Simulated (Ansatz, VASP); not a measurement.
SnS2: VASP beside Ansatz

```xyz
3
Lattice="3.6743 0.0000 0.0000 -1.8372 3.1820 0.0000 0.0000 0.0000 6.2288" Properties=species:S:1:pos:R:3 pbc="T T T"
Sn    0.0000    0.0000    0.0000
S     0.0000    2.1214    1.4616
S     1.8372    1.0607    4.7672
```

Alike in both runs: task single point; functional PBE; dispersion D3(BJ); k mesh 6 × 6 × 4; occupations gaussian, width 0.1 eV; no spin polarisation.

```csv
,VASP,Ansatz
version,VASP 6.6.1,Ansatz 0.2.0
potentials or method,"VASP PAW PBE potentials, release 64 (Sn_d, S)","scalar-relativistic, plane waves, PAW"
plane-wave cutoff (eV),520,420
valence electrons in the cell,26,26
```

```csv
,VASP,Ansatz,Ansatz less VASP
gap on the k mesh at the Fermi level (eV),1.60,1.61,+0.003
least direct gap on the mesh (eV),1.89,1.89,0.000
pressure (GPa),0.0,0.1,+0.12
largest component of the traceless stress (GPa),0.16,0.14,-0.024
rms of the force components (eV/Å),0.110,0.114,+0.0031
```

Atom by atom the forces differ by 0.003 eV/Å (rms over components). The functional is the same, so the differences come from potentials, cutoffs and numerics. Ansatz warned: «structure_snapped_to_symmetry».

Caveats: spin-orbit coupling is left out, which moves the levels of the heavy elements. A k mesh can miss the band edges.
